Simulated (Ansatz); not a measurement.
# TiO: do energies and stresses tell the same story?

Level of theory: DFT r2SCAN, scalar-relativistic, plane waves, PAW (Ansatz 0.2.0).

Settings: cutoff 500 eV, Γ-centred mesh 18×18×14 on the computed 2-atom cell, Gaussian smearing of 0.10 eV; no spin polarisation.

Relaxed cell: P-6m2, a = 2.804 Å, b = 2.804 Å, c = 2.819 Å, α = 90.00°, β = 90.00°, γ = 120.00°, 2 atoms in the primitive cell. This form isn't the usual stable structure of the compound.

Energies at zero smearing and pressures from the stress tensor, at volumes with shape and atoms relaxed:
| V (Å³/atom) | E − E(first) (meV/atom) | P (GPa) |
| --- | --- | --- |
| 8.442 | 0.00 | 42.54 |
| 8.730 | -64.12 | 29.21 |
| 9.017 | -106.13 | 17.87 |
| 9.305 | -129.32 | 8.21 |
| 9.593 | -136.48 | -0.02 |
| 9.881 | -129.96 | -7.05 |
| 10.169 | -111.79 | -13.03 |
| 10.552 | -72.35 | -19.67 |

Q: Check P = −dE/dV between neighbouring volumes, and get the bulk modulus from the pressures alone.

A: With 1 eV/Å³ = 160.2 GPa:
| middle V (Å³/atom) | −ΔE/ΔV (GPa) | mean P (GPa) |
| --- | --- | --- |
| 8.586 | 35.695 | 35.875 |
| 8.874 | 23.387 | 23.540 |
| 9.161 | 12.912 | 13.041 |
| 9.449 | 3.985 | 4.094 |
| 9.737 | -3.627 | -3.534 |
| 10.025 | -10.119 | -10.040 |
| 10.360 | -16.467 | -16.350 |

The two differ by 0.18 GPa at most. The mean of two end pressures misses the average over a step by about ΔV² P″/12, up to 0.18 GPa here; with that taken off 0.00 GPa remains. Around V = 9.593 Å³/atom, the two neighbours give B = −V ΔP/ΔV = 9.593 × 15.26 / 0.576 = 254.3 GPa, against B0 = 253.1 GPa from the Birch–Murnaghan fit of the energies.

A ferromagnetic start lost its moments in a first run, so spin was left out; other magnetic orders weren't tried.